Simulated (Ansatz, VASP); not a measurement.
## Two plane-wave programs on H (a cell with a defect)

```
H
1.0
     5.75847    3.32465    0.00000
     0.00000   -6.64931    0.00000
     0.00000    0.00000  -10.08394
H
23
Direct
  0.33333 0.33333 0.91867
  0.00000 0.66667 0.42983
  0.00000 0.66667 0.91089
  0.66667 0.00000 0.42983
  0.66667 0.00000 0.91089
  0.53476 0.53476 0.13528
  0.65932 0.65932 0.67212
  0.33333 0.13191 0.13528
  0.33333 0.00735 0.67212
  0.13191 0.33333 0.13528
  0.00735 0.33333 0.67212
  0.65490 0.65490 0.14159
  0.65189 0.65189 0.59700
  0.33333 0.01177 0.14159
  0.33333 0.01477 0.59700
  0.01177 0.33333 0.14159
  0.01477 0.33333 0.59700
  0.33333 0.33333 0.12582
  0.33333 0.33333 0.84312
  0.00000 0.66667 0.35454
  0.00000 0.66667 0.83563
  0.66667 0.00000 0.35454
  0.66667 0.00000 0.83563
```

Change from the starting cell: H vacancy, atoms relaxed.

Alike in both runs: functional PBEsol; k mesh 3 × 3 × 2; occupations gaussian, width 0.05 eV; no spin polarisation.

Ansatz relaxed the structure, and its values are those at the end. VASP's run is a single point on that final structure, the one shown.

```csv
,VASP,Ansatz
version,VASP 6.6.1,Ansatz 0.2.0
potentials or method,"VASP PAW PBE potentials, release 64 (H)","scalar-relativistic, plane waves, PAW"
plane-wave cutoff (eV),520,420
valence electrons in the cell,23,23
```

VASP gave:

```
gap on the k mesh at the Fermi level (eV) : none
pressure (GPa)                            : -0.2
rms of the force components (eV/Å)        : 0.003
```

Problem. What did Ansatz give for the same quantities?

Solution. gap on the k mesh at the Fermi level (eV): none; pressure (GPa): 0.0; rms of the force components (eV/Å): 0.004.

A gap of «none» marks a metal or a gap that the smearing closes. Ansatz warned: «stress_scf_threshold_loose».

Caveats: the k mesh is coarse (spacing up to 0.36 Å⁻¹), so the values aren't converged; the PAW data sets were made with another functional, which shifts forces and pressure a little (VASP).
